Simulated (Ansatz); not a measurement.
The system is MnS.

```
Mn S
1.0
     0.00000    2.60450    2.60450
     2.60450    0.00000    2.60450
     2.60450    2.60450    0.00000
Mn S
1 1
Cartesian
  0.0000 0.0000 0.0000
  2.6045 2.6045 2.6045
```

Program: Ansatz 0.2.0. Alike in all runs: potentials or basis Ansatz PAW; cell as given; k mesh 9 × 9 × 9.

Problem. Order these runs on this cell by their pressure, lowest first.
A. level r2SCAN+U; spin collinear, ferromagnetic start; U Mn d U = 6.2 eV; cutoff (eV) 500; smearing methfessel-paxton 0.1 eV; hubbard projectors all-electron-atomic; double counting fll (the default)
B. level PBE+U; spin collinear, zero start; U Mn d U = 6.2 eV; cutoff (eV) 420; smearing fermi-dirac 0.15 eV; points for each segment of the path 14; hubbard projectors ortho-atomic (the default); double counting fll (the default); other keys hamiltonian.xc = pbe; basis.ecutrho_ratio = 12
C. level r2SCAN+rVV10+U; spin collinear, random start; U Mn d U = 3 eV; cutoff (eV) 500; smearing fermi-dirac 0.05 eV; hubbard projectors all-electron-atomic; double counting fll (the default)
D. level r2SCAN+rVV10+U; spin collinear, ferromagnetic start; U Mn d U = 4 eV; cutoff (eV) 500; smearing fermi-dirac 0.01 eV; hubbard projectors all-electron-ortho-atomic; double counting amf

Solution. D (-0.7 GPa), C (4.1 GPa), B (7.1 GPa), A (9.5 GPa).

Caveats: the magnetic or orbital state may not be the lowest; a cell with one magnetic atom can't hold antiferromagnetic order, which such compounds often take; the PAW data sets come from PBE, with cores solved anew for the run's functional, which leaves a small shift of forces and pressure (some runs).
